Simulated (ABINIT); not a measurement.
# TiTe2 (P-3m1) in ABINIT: equation of state

Aim: energy against volume of TiTe2 in PBE, for its equilibrium volume and stiffness.

All numbers are computed with ABINIT 10.8.3 (patched build); they aren't measurements. Logs are shortened: lines on timing, memory, paths and dates and some standing lists are left out, and cuts for length are marked. The log counts tension as positive stress, the text compression.

### 1 The structure

It takes space group P-3m1 (No. 164, trigonal). The conventional cell has a = 3.777 Å, b = 3.777 Å, c = 6.498 Å, α = 90.00°, β = 90.00°, γ = 120.00°. Te (site symmetry 3m) has 3 Ti at 2.77 Å as nearest neighbours. Around Ti (site symmetry -3m) lie 6 Te at 2.77 Å.

### 2 Equation of state, PBE

Input file run.abi:

```
# Datasets: one volume each
ndtset 7
getwfk -1
scalecart1 3*0.9795861087
scalecart2 3*0.9864848297
scalecart3 3*0.9932883884
scalecart4 3*1.0000000000
scalecart5 3*1.0066227096
scalecart6 3*1.0131594038
scalecart7 3*1.0196128224

# Pseudopotentials
pp_dirpath "./"
pseudos "Te.GGA_PBE-JTH.xml, Ti.GGA_PBE-JTH.xml"

# Structure
acell 7.1374955727 7.1374955727 12.2794403578
rprim
     1.0000000000     0.0000000000     0.0000000000
    -0.5000000000     0.8660254038     0.0000000000
     0.0000000000     0.0000000000     1.0000000000
ntypat 2
znucl 52 22
natom 3
typat 1 1 2
xred
     0.3333333333     0.6666666667     0.7372000000
     0.6666666667     0.3333333333     0.2628000000
     0.0000000000     0.0000000000     0.0000000000

# Plane-wave basis
ecut 15.0
pawecutdg 30.0

# k points
kptopt 1
ngkpt 8 8 4
nshiftk 1
shiftk 0.0 0.0 0.0

# Exchange and correlation
ixc 11

# Bands and occupations
nband 16
occopt 3
tsmear 0.00183747

# SCF cycle
nstep 100
tolvrs 1.0e-9

# Output
iomode 3
prtwf 1
prtden 0
prteig 0
prtebands 0
enunit 2
```

Potentials or basis: JTH PAW PBE v2.0.

Launch:

```bash
$ abinit run.abi > log 2>&1
```

run.abo:

```text
.Version 10.8.3 of ABINIT
 DATASET    1 : space group P-3 m 1 (#164); Bravais hP (primitive hexag.)
================================================================================
 Values of the parameters that define the memory need for DATASET  1.
     intxc =       0    ionmov =       0      iscf =      17    lmnmax =      18
     lnmax =       6     mgfft =      45  mpssoang =       3    mqgrid =    3001
     natom =       3  nloc_mem =       2    nspden =       1   nspinor =       1
    nsppol =       1      nsym =      12    n1xccc =       1    ntypat =       2
    occopt =       3   xclevel =       2
       mpw =        1442          nfft =       32805          nkpt =          35
 PAW method is used; the additional fine FFT grid is defined by:
   mgfftf=        60    nfftf =     77760
================================================================================
================================================================================
[... 71 lines left out ...]
 DATASET    7 : space group P-3 m 1 (#164); Bravais hP (primitive hexag.)
================================================================================
 Values of the parameters that define the memory need for DATASET  7.
     intxc =       0    ionmov =       0      iscf =      17    lmnmax =      18
     lnmax =       6     mgfft =      45  mpssoang =       3    mqgrid =    3088
     natom =       3  nloc_mem =       2    nspden =       1   nspinor =       1
    nsppol =       1      nsym =      12    n1xccc =       1    ntypat =       2
    occopt =       3   xclevel =       2
       mpw =        1607          nfft =       32805          nkpt =          35
 PAW method is used; the additional fine FFT grid is defined by:
   mgfftf=        64    nfftf =     82944
================================================================================
================================================================================

--------------------------------------------------------------------------------
------------- Echo of variables that govern the present computation ------------
--------------------------------------------------------------------------------
 -outvars: echo values of preprocessed input variables --------
            acell      7.1374955727E+00  7.1374955727E+00  1.2279440358E+01 Bohr
              amu      1.27600000E+02  4.78800000E+01
             ecut      1.50000000E+01 Hartree
           enunit           2
           getwfk          -1
              ixc          11
           jdtset        1    2    3    4    5    6    7
         kptrlatt        8    0    0      0    8    0      0    0    4
          kptrlen1     4.81150768E+01
          kptrlen2     4.84539265E+01
          kptrlen3     4.87881021E+01
          kptrlen4     4.91177614E+01
          kptrlen5     4.94430541E+01
          kptrlen6     4.97641219E+01
          kptrlen7     5.00810994E+01
            natom           3
            nband          16
           ndtset           7
            ngfft          27      27      45
          ngfftdg1         36      36      60
          ngfftdg2         36      36      60
          ngfftdg3         36      36      64
          ngfftdg4         36      36      64
          ngfftdg5         36      36      64
          ngfftdg6         36      36      64
          ngfftdg7         36      36      64
             nkpt          35
            nstep         100
             nsym          12
           ntypat           2
           occopt           3
        pawecutdg      3.00000000E+01 Hartree
         pawxcdev           0
           prtden           0
        prtebands           0
           prteig           0
            rprim1     9.7958610870E-01  0.0000000000E+00  0.0000000000E+00
                      -4.8979305435E-01  8.4834645534E-01  0.0000000000E+00
                       0.0000000000E+00  0.0000000000E+00  9.7958610870E-01
            rprim2     9.8648482970E-01  0.0000000000E+00  0.0000000000E+00
                      -4.9324241485E-01  8.5432092298E-01  0.0000000000E+00
                       0.0000000000E+00  0.0000000000E+00  9.8648482970E-01
            rprim3     9.9328838840E-01  0.0000000000E+00  0.0000000000E+00
                      -4.9664419420E-01  8.6021297765E-01  0.0000000000E+00
                       0.0000000000E+00  0.0000000000E+00  9.9328838840E-01
            rprim4     1.0000000000E+00  0.0000000000E+00  0.0000000000E+00
                      -5.0000000000E-01  8.6602540380E-01  0.0000000000E+00
                       0.0000000000E+00  0.0000000000E+00  1.0000000000E+00
            rprim5     1.0066227096E+00  0.0000000000E+00  0.0000000000E+00
                      -5.0331135480E-01  8.7176083856E-01  0.0000000000E+00
                       0.0000000000E+00  0.0000000000E+00  1.0066227096E+00
            rprim6     1.0131594038E+00  0.0000000000E+00  0.0000000000E+00
                      -5.0657970190E-01  8.7742178179E-01  0.0000000000E+00
                       0.0000000000E+00  0.0000000000E+00  1.0131594038E+00
            rprim7     1.0196128224E+00  0.0000000000E+00  0.0000000000E+00
                      -5.0980641120E-01  8.8301060624E-01  0.0000000000E+00
                       0.0000000000E+00  0.0000000000E+00  1.0196128224E+00
          spgroup         164
           tolvrs      1.00000000E-09
           tsmear      1.83747000E-03 Hartree
            typat      1  1  2
           useylm           1
           xangst1    -4.6013165781E-16  2.1361363731E+00  4.6925364107E+00
                       1.8499483650E+00  1.0680681866E+00  1.6728141193E+00
                       0.0000000000E+00  0.0000000000E+00  0.0000000000E+00
           xangst2     1.0971802991E-16  2.1511800826E+00  4.7255835305E+00
                       1.8629765996E+00  1.0755900413E+00  1.6845948885E+00
                       0.0000000000E+00  0.0000000000E+00  0.0000000000E+00
           xangst3    -4.6108929012E-16  2.1660162763E+00  4.7581747919E+00
                       1.8758251202E+00  1.0830081381E+00  1.6962131515E+00
                       0.0000000000E+00  0.0000000000E+00  0.0000000000E+00
           xangst4    -4.6155835485E-16  2.1806519653E+00  4.7903255967E+00
                       1.8884999987E+00  1.0903259826E+00  1.7076743988E+00
                       0.0000000000E+00  0.0000000000E+00  0.0000000000E+00
           xangst5     7.9825722473E-18  2.1950937900E+00  4.8220505321E+00
                       1.9010069858E+00  1.0975468950E+00  1.7189838305E+00
                       0.0000000000E+00  0.0000000000E+00  0.0000000000E+00
           xangst6    -5.4081200947E-16  2.2093480450E+00  4.8533634256E+00
                       1.9133515328E+00  1.1046740225E+00  1.7301463758E+00
[... 10 lines left out ...]
            xcart3    -8.7133247792E-16  4.0931775464E+00  8.9916472159E+00
                       3.5447957373E+00  2.0465887732E+00  3.2053783076E+00
                       0.0000000000E+00  0.0000000000E+00  0.0000000000E+00
            xcart4    -8.7221888180E-16  4.1208349903E+00  9.0524034318E+00
                       3.5687477863E+00  2.0604174952E+00  3.2270369260E+00
                       0.0000000000E+00  0.0000000000E+00  0.0000000000E+00
            xcart5     1.5084875328E-17  4.1481260838E+00  9.1123548709E+00
                       3.5923825666E+00  2.0740630419E+00  3.2484086545E+00
                       0.0000000000E+00  0.0000000000E+00  0.0000000000E+00
            xcart6    -1.0219865835E-15  4.1750627219E+00  9.1715276639E+00
                       3.6157103795E+00  2.0875313610E+00  3.2695028080E+00
                       0.0000000000E+00  0.0000000000E+00  0.0000000000E+00
            xcart7    -2.1487607936E-16  4.2016561951E+00  9.2299466126E+00
                       3.6387410029E+00  2.1008280976E+00  3.2903282281E+00
                       0.0000000000E+00  0.0000000000E+00  0.0000000000E+00
             xred      3.3333333333E-01  6.6666666667E-01  7.3720000000E-01
                       6.6666666667E-01  3.3333333333E-01  2.6280000000E-01
                       0.0000000000E+00  0.0000000000E+00  0.0000000000E+00
            znucl       52.00000   22.00000

================================================================================

 chkinp: Checking input parameters for consistency, jdtset=   1.

 chkinp: Checking input parameters for consistency, jdtset=   2.
[... 52 lines left out ...]
- pspini: atom type   2  psp file is ./Ti.GGA_PBE-JTH.xml
 Pseudopotential format is: paw10
 basis_size (lnmax)=  6 (lmn_size= 18), orbitals=   0   0   1   1   2   2
 Spheres core radius: rc_sph= 2.30802695
 Shapefunction is BESSEL type: shapef(r,l)=aa(1,l)*jl(q(1,l)*r)+aa(2,l)*jl(q(2,l)*r)
 Radius for shape functions =  2.01037111
 Compensation charge density is not taken into account in XC energy/potential

   5.89978734E+03                                ecore*ucvol(ha*bohr**3)
--------------------------------------------------------------------------------

[... 1450 lines left out ...]
-Cartesian components of stress tensor (GPa)         [Pressure= -2.3554E+00 GPa]
- sigma(1 1)=  2.38714987E+00  sigma(3 2)=  0.00000000E+00
- sigma(2 2)=  2.38714985E+00  sigma(3 1)=  0.00000000E+00
- sigma(3 3)=  2.29199427E+00  sigma(2 1)=  0.00000000E+00

== END DATASET(S) ==============================================================
================================================================================

 -outvars: echo values of variables after computation  --------
            acell      7.1374955727E+00  7.1374955727E+00  1.2279440358E+01 Bohr
           etotal1    -7.5365505794E+01
           etotal2    -7.5367312191E+01
           etotal3    -7.5368511504E+01
           etotal4    -7.5369166051E+01
           etotal5    -7.5369329679E+01
           etotal6    -7.5369049894E+01
           etotal7    -7.5368369478E+01
            fcart1     7.7023041027E-29  7.4115455783E-29 -1.1859306489E-02
                      -7.7023041027E-29  1.6305400272E-28  1.1859306489E-02
                      -0.0000000000E+00 -2.3716945851E-28 -0.0000000000E+00
            fcart2    -2.0395840198E-28 -1.7663315742E-28 -7.8335215067E-03
                      -1.2747400124E-28 -1.3247486807E-28  7.8335215067E-03
                       3.3143240321E-28  3.0910802549E-28 -5.7824115866E-19
            fcart3     1.7724120992E-28  4.3855825825E-29 -4.0943600037E-03
                      -5.0640345692E-29 -8.7711651649E-29  4.0943600037E-03
                      -1.2660086423E-28  4.3855825825E-29 -0.0000000000E+00
            fcart4     1.0060093472E-28  1.7424593022E-28 -6.1662721540E-04
[... 52 lines left out ...]
           xangst3    -4.6108929012E-16  2.1660162763E+00  4.7581747919E+00
                       1.8758251202E+00  1.0830081381E+00  1.6962131515E+00
                       0.0000000000E+00  0.0000000000E+00  0.0000000000E+00
           xangst4    -4.6155835485E-16  2.1806519653E+00  4.7903255967E+00
                       1.8884999987E+00  1.0903259826E+00  1.7076743988E+00
                       0.0000000000E+00  0.0000000000E+00  0.0000000000E+00
           xangst5     7.9825722473E-18  2.1950937900E+00  4.8220505321E+00
                       1.9010069858E+00  1.0975468950E+00  1.7189838305E+00
                       0.0000000000E+00  0.0000000000E+00  0.0000000000E+00
           xangst6    -5.4081200947E-16  2.2093480450E+00  4.8533634256E+00
                       1.9133515328E+00  1.1046740225E+00  1.7301463758E+00
                       0.0000000000E+00  0.0000000000E+00  0.0000000000E+00
           xangst7    -1.1370752429E-16  2.2234207050E+00  4.8842774019E+00
                       1.9255388138E+00  1.1117103525E+00  1.7411667135E+00
                       0.0000000000E+00  0.0000000000E+00  0.0000000000E+00
             xred      3.3333333333E-01  6.6666666667E-01  7.3720000000E-01
                       6.6666666667E-01  3.3333333333E-01  2.6280000000E-01
                       0.0000000000E+00  0.0000000000E+00  0.0000000000E+00
 Calculation completed.
```

Run time: 3.4 min. Hardware: 1 thread of Arm Neoverse V1, shared host; peak memory 0.16 GiB.

Results:

```
Equilibrium volume                        : 27.22 Å³/atom
Bulk modulus at fixed shape and positions : 62 GPa
Pressure derivative of the bulk modulus   : 4.3
```

Energy against volume, from the lowest point:
| volume (Å³/atom) | energy (meV/atom) |
| --- | --- |
| 25.154 | 34.68 |
| 25.689 | 18.30 |
| 26.225 | 7.42 |
| 26.760 | 1.48 |
| 27.295 | 0.00 |
| 27.830 | 2.54 |
| 28.365 | 8.71 |

Caveat: pressures at fixed basis lie under the slope of the energies; the cell was scaled at fixed shape and fractional positions, which overstates the stiffness of a crystal with free parameters, most of all of layers and chains; this functional lacks dispersion, which binds the layers, so the pressure and a relaxed spacing across them are unreliable.
